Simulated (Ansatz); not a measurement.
Crystal: InP.

```
CELL_PARAMETERS angstrom
0.00000 2.93050 2.93050
2.93050 0.00000 2.93050
2.93050 2.93050 0.00000
ATOMIC_POSITIONS crystal
In 0.00000 0.00000 0.00000
P 0.75000 0.75000 0.75000
```

Program: Ansatz 0.2.0. Alike in all runs: task band structure; no spin polarisation; cell as given; smearing fermi-dirac 0.05 eV.

Task: Order these runs on this cell by their band gap on the k mesh, lowest first.
A. level r2SCAN50; potentials or basis Ansatz PAW; k mesh 4 × 4 × 4; cutoff (eV) 500; points for each segment of the path 4; mesh quality coarse
B. level PBE0; potentials or basis Ansatz PAW; k mesh 5 × 5 × 5; cutoff (eV) 420; points for each segment of the path 4; mesh quality not flagged
C. level LDA; potentials or basis Ansatz PAW; k mesh 8 × 8 × 8; cutoff (eV) 420; points for each segment of the path 14; mesh quality not flagged
D. level PBE; potentials or basis PseudoDojo standard (PBE files); k mesh 8 × 8 × 8; cutoff (eV) 952; points for each segment of the path 14; mesh quality not flagged
E. level r2SCANh; potentials or basis Ansatz PAW; k mesh 5 × 5 × 5; cutoff (eV) 500; points for each segment of the path 4; mesh quality not flagged

Result: C (0.48 eV), D (0.71 eV), E (1.64 eV), B (2.15 eV), A (3.81 eV).

Caveats: some runs use coarse meshes; spin-orbit coupling is left out, which moves the levels of the heavy elements.

A k mesh can miss the band edges.

Not every run made on this cell is shown here.
